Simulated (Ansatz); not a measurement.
Molecular dynamics on a 2×2×2 supercell (16 atoms) of AlN (zincblende), relaxed with r2SCAN. Forces come from PBEsol in the PAW code Ansatz: constant energy and volume (NVE), velocities drawn at 300 K, steps of 2 fs. Computed, non-magnetic; the trajectory is short and the cell small, so nothing here is a converged average.

```yaml
crystal:
  lattice:
    - [0.0, 4.3697528416, 4.3697528416]
    - [4.3697528416, 0.0, 4.3697528416]
    - [4.3697528416, 4.3697528416, 0.0]
  atoms:
    - { symbol: Al, position: [0.0, 0.0, 0.0] }
    - { symbol: "N", position: [0.125, 0.125, 0.125] }
    - { symbol: Al, position: [0.0, 0.0, 0.5] }
    - { symbol: "N", position: [0.125, 0.125, 0.625] }
    - { symbol: Al, position: [0.0, 0.5, 0.0] }
    - { symbol: "N", position: [0.125, 0.625, 0.125] }
    - { symbol: Al, position: [0.0, 0.5, 0.5] }
    - { symbol: "N", position: [0.125, 0.625, 0.625] }
    - { symbol: Al, position: [0.5, 0.0, 0.0] }
    - { symbol: "N", position: [0.625, 0.125, 0.125] }
    - { symbol: Al, position: [0.5, 0.0, 0.5] }
    - { symbol: "N", position: [0.625, 0.125, 0.625] }
    - { symbol: Al, position: [0.5, 0.5, 0.0] }
    - { symbol: "N", position: [0.625, 0.625, 0.125] }
    - { symbol: Al, position: [0.5, 0.5, 0.5] }
    - { symbol: "N", position: [0.625, 0.625, 0.625] }
kpoints:
  mp_grid: { grid: [4, 4, 4] }
hamiltonian:
  xc: pbesol
scf:
  occupations: { method: fermi_dirac, width: 0.026 }
md:
  ensemble: nve
  temperature: 300
  timestep: 2.0
  n_steps: 30
  initial_velocities: maxwell_boltzmann
  seed: 8795
```

Run as `ansatz run input.yaml --threads 4 --pin off --max-ram 3686MiB --backend cpu --events-out ev --progress --plain --runs-dir out`. It took 2.1 min on 4 threads of Arm Neoverse V1 (shared host), load about 0.9 per core; peak host memory 0.71 GiB.

| step | t (fs) | T (K) | free energy F from step 0 (meV/atom) | kinetic energy (meV/atom) | largest force (eV/Å) |
| --- | --- | --- | --- | --- | --- |
| 0 | 0 | 300 | 0.0 | 36.4 | 0.00 |
| 1 | 2 | 288 | 1.5 | 34.9 | 0.54 |
| 2 | 4 | 254 | 5.7 | 30.7 | 1.03 |
| 3 | 6 | 205 | 11.7 | 24.9 | 1.43 |
| 4 | 8 | 153 | 18.1 | 18.5 | 1.80 |
| 5 | 10 | 108 | 23.6 | 13.1 | 2.10 |
| 6 | 12 | 79 | 27.1 | 9.6 | 2.27 |
| 7 | 14 | 70 | 28.2 | 8.5 | 2.30 |
| 8 | 16 | 81 | 26.8 | 9.9 | 2.19 |
| 9 | 18 | 107 | 23.6 | 13.0 | 1.96 |
| 10 | 20 | 140 | 19.6 | 16.9 | 1.65 |
| 11 | 22 | 170 | 15.9 | 20.5 | 1.29 |
| 12 | 24 | 188 | 13.6 | 22.8 | 0.90 |
| 13 | 26 | 191 | 13.2 | 23.2 | 0.76 |
| 14 | 28 | 177 | 15.0 | 21.4 | 0.93 |
| 15 | 30 | 148 | 18.5 | 18.0 | 1.25 |
| 16 | 32 | 112 | 23.0 | 13.6 | 1.60 |
| 17 | 34 | 77 | 27.3 | 9.4 | 1.92 |
| 18 | 36 | 54 | 30.2 | 6.5 | 2.13 |
| 19 | 38 | 48 | 30.9 | 5.8 | 2.22 |
| 20 | 40 | 61 | 29.3 | 7.4 | 2.18 |
| 21 | 42 | 90 | 25.7 | 10.9 | 2.02 |
| 22 | 44 | 127 | 21.2 | 15.4 | 1.80 |
| 23 | 46 | 164 | 16.7 | 19.8 | 1.53 |
| 24 | 48 | 192 | 13.1 | 23.3 | 1.29 |
| 25 | 50 | 209 | 11.1 | 25.3 | 1.10 |
| 26 | 52 | 212 | 10.8 | 25.6 | 0.89 |
| 27 | 54 | 202 | 12.0 | 24.5 | 1.21 |
| 28 | 56 | 185 | 14.1 | 22.4 | 1.46 |
| 29 | 58 | 165 | 16.6 | 20.0 | 1.62 |
| 30 | 60 | 147 | 18.8 | 17.8 | 1.69 |

The temperature starts at 300 K, is lowest at step 19 (48 K, 38 fs) and ends at 147 K. The atoms start on their lattice sites with kinetic energy alone, so much of it first passes into potential energy. The conserved energy stays within 0.35 meV an atom. By the last step the atoms have moved 0.06 Å in the root mean square, the drift of the whole cell taken out, 0.11 Å at most.

Positions (Å) and forces (eV/Å) at step 30:
```
Al  -0.044   0.032  -0.009     0.512  -0.567   0.411
N    1.052   1.051   1.169     0.498   0.590  -1.505
Al   2.216   2.174   0.012    -0.896  -0.016   0.279
N    3.264   3.295   1.111    -0.106  -0.239  -0.236
Al   2.168  -0.024   2.165     0.667   0.060   0.164
N    3.273   1.091   3.263     0.019   0.205  -0.449
Al   4.379   2.180   2.176    -0.063   0.282  -0.238
N    5.462   3.298   3.244     0.278  -0.959   0.878
Al  -0.010   2.146   2.219    -0.215   0.184   0.040
N    1.062   3.285   3.261     0.068   0.284   0.277
Al   2.161   4.401   2.197    -0.169  -0.534  -0.579
N    3.245   5.393   3.300     0.521   0.909   0.430
Al   2.218   2.231   4.331    -0.248  -0.089  -0.026
N    3.298   3.235   5.480     0.234   0.752  -0.237
Al   4.410   4.354   4.370    -0.185   0.178   0.465
N    5.524   5.541   5.424    -0.916  -1.041   0.325
```
